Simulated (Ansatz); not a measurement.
Write the native input for Ansatz 0.2.0 that does the following.

```
Task                                : band structure
Functional                          : PBE
Potentials or basis                 : Ansatz PAW
Cutoff                              : 420 eV (not typed: the program's choice for these potentials)
k mesh                              : 7 × 7 × 7
Occupations                         : fermi-dirac, width 0.05 eV
Spin                                : no spin polarisation
Hubbard terms                       : Ti d U = 4 eV
Path                                : [["G", "L", "B1"], ["B", "Z", "G", "X"], ["Q", "F", "P1", "Z"], ["L", "P"]]
Points for each segment of the path : 14
Hubbard projectors                  : ortho-atomic (the default)
Double counting                     : fll (the default)
```

BaTiO3:

```
CELL_PARAMETERS angstrom
2.82767 1.63255 2.31773
-2.82767 1.63255 2.31773
0.00000 -3.26511 2.31773
ATOMIC_POSITIONS crystal
Ba 0.03347 0.98847 0.00184
Ti 0.50610 0.52748 0.53723
O 0.48625 0.49715 0.97115
O 0.47409 0.98642 0.47201
O 0.97879 0.47918 0.49647
```

The cell isn't the ideal one: all atoms moved at random, sigma 0.05 Å a component.

One way to write it, as run:

input.yaml

```yaml
crystal:
  lattice:
    - [2.82766816, 1.63255497, 2.31773161]
    - [-2.82766816, 1.63255497, 2.31773161]
    - [0.0, -3.26510994, 2.31773161]
  atoms:
    - { symbol: Ba, position: [0.03347316, 0.98846853, 0.00183776] }
    - { symbol: Ti, position: [0.50610326, 0.52748478, 0.53723216] }
    - { symbol: O, position: [0.48624715, 0.49714708, 0.97115146] }
    - { symbol: O, position: [0.47408987, 0.98641501, 0.47201237] }
    - { symbol: O, position: [0.97878656, 0.47918459, 0.49646624] }
hamiltonian:
  xc: pbe
  pseudopotentials: { kind: paw }
  hubbard: { sites: [{ species: Ti, l: d, u_eff: 4.0 }] }
kpoints:
  mp_grid: { grid: [7, 7, 7] }
  band_path:
    path:
      - [[0.0, 0.0, 0.0], [0.5, 0.0, 0.0], [0.5, 0.4974305484, -0.4974305484]]
      - [[0.5025694516, 0.5, 0.4974305484], [0.5, 0.5, 0.5], [0.0, 0.0, 0.0], [0.4987152742, 0.0, -0.4987152742]]
      - [[0.5012847258, 0.4987152742, 0.0], [0.5, 0.5, 0.0], [0.5012847258, 0.5012847258, 0.4974305484], [0.5, 0.5, 0.5]]
      - [[0.5, 0.0, 0.0], [0.5025694516, 0.4987152742, 0.4987152742]]
    npoints: 14
scf:
  occupations: { method: fermi_dirac, width: 0.05 }
  n_extra_bands: 12
output:
  forces: true
  stress: true
  eigenvalues: true
  fatbands: true
  write_density: true
  write_potential: true
  elf: true
  volumetric_format: npy
```

Potentials or basis: Ansatz PAW.

Run with:

```bash
$ ansatz run input.yaml --threads 2 --pin off --max-ram 5632MiB --backend cpu --events-out ev --progress --plain --runs-dir out
```

It gave:

* Pressure: 11.0 GPa
* Largest force: 2.625 eV/Å
* Band gap on the k mesh: 3.18 eV, indirect (least direct gap 3.70 eV)
* Band gap along the path: 3.11 eV, indirect (least direct gap 3.69 eV)

Caveat: the k mesh misses the band edges, so the gap on the mesh is wider than the one along the path; the pressure holds a Pulay correction of +0.5 GPa for the finite cutoff; spin-orbit coupling is left out, which moves the levels of the heavy elements; forces of over 1 eV/Å show positions far from the minimum, so gaps and moduli don't describe the material at rest.

It took 56 s on 2 threads of Arm Neoverse V1, with other jobs on the host, peak memory 0.71 GiB.
